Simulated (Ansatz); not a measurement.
## ⁷³Ge NMR of the central transition in GeS

Cell: an entry of the Crystallography Open Database (COD), its atoms then relaxed with PBE in this cell.

Space group Pnma (No. 62); a = 10.4810, b = 3.6460, c = 4.2990 Å.

| site | Wyckoff | site symmetry | x | y | z |
| --- | --- | --- | --- | --- | --- |
| Ge | 4c | .m. | 0.1211 | 0.2500 | 0.1275 |
| S | 4c | .m. | 0.8504 | 0.2500 | 0.4977 |

One atom of each set is listed.

Level of theory: DFT, PBE, plane waves and PAW, scalar-relativistic, 420 eV cutoff, Γ-centred 3×8×7 k-points, Fermi–Dirac smearing 0.02 eV (Ansatz 0.2.0).

⁷³Ge has I = 9/2 and Q = -196.0 mb (Pyykkö 2018); at 16.4 T its Larmor frequency is ν₀ = 24.4 MHz. Only the quadrupole interaction is simulated: positions count from each site's isotropic chemical shift, and shift anisotropy, dipolar and J coupling are left out.

Question: What does the ⁷³Ge spectrum (static powder) show for each site?

Answer: 

```json
{"site": "Ge", "first shell": "3 S at 2.45–2.46 Å; also 3 S at 3.25–3.26 Å", "C_Q (MHz)": "35.4", "η": "0.35", "P_Q (MHz)": "36.1", "δ_QIS (ppm)": "-3031", "breadth (kHz)": "486"}
```

δ_QIS = −(ν_Q²/30ν₀²)[I(I+1) − 3/4](1 + η²/3) × 10⁶ ppm with ν_Q = 3|C_Q|/[2I(2I−1)]; it falls as 1/B₀² in ppm, and the breadth as 1/B₀ in kHz.

At Ge V_zz stands upright on the plane through its three neighbours (within 6°).

The relaxation (4 steps) took 54 s of wall time (53 s of CPU time) and 0.65 GiB at its peak, on 1 thread of Intel Xeon Platinum 8259CL CPU @ 2.50GHz (Skylake/Cascade Lake) (x86_64; 16 cores open to the job, memory cap 3.0 GiB, no GPU), a shared host with a load of 0.2 a core.
